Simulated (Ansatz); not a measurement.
Input and command of a plane-wave DFT calculation in Ansatz:

```yaml
crystal:
  lattice:
    - [4.81353299, 0.0, 0.0]
    - [0.0, 4.81353299, 0.0]
    - [0.0, 0.0, 3.20541541]
  atoms:
    - { symbol: Hf, position: [0.0049549911, -0.0035705241, -0.0011397991] }
    - { symbol: Hf, position: [0.5052770804, 0.4990740888, 0.5079905889] }
    - { symbol: O, position: [0.2007277719, 0.8145287191, 0.4834338178] }
    - { symbol: O, position: [0.3049757518, 0.3049141671, -0.0018169526] }
    - { symbol: O, position: [0.6877482895, 0.6902819565, 0.0074938566] }
    - { symbol: O, position: [0.7963161153, 0.1947715926, 0.5040384885] }
basis:
  ecutwfc: 500
kpoints:
  mp_grid: { grid: [6, 6, 8] }
hamiltonian:
  xc: r2scan
scf:
  occupations: { method: gaussian, width: 0.05 }
output:
  forces: true
  stress: true
  eigenvalues: true
```

```bash
ansatz run input.yaml --threads 2 --pin off --max-ram 5120MiB --backend cpu --events-out ev --progress --plain --runs-dir out
```

Processor: Intel(R) Xeon(R) Platinum 8259CL CPU @ 2.50GHz (Skylake/Cascade Lake), 2 threads, on a host shared with other jobs.

Q: Estimate time, memory and problem size.

A: About 45 s on 2 threads of Intel(R) Xeon(R) Platinum 8259CL CPU @ 2.50GHz (Skylake/Cascade Lake), on a shared host, peak memory 0.8 GiB. It solves 46 bands at 148 k points (the mesh reduced by symmetry) with about 1915 plane waves, in 9 SCF iterations.
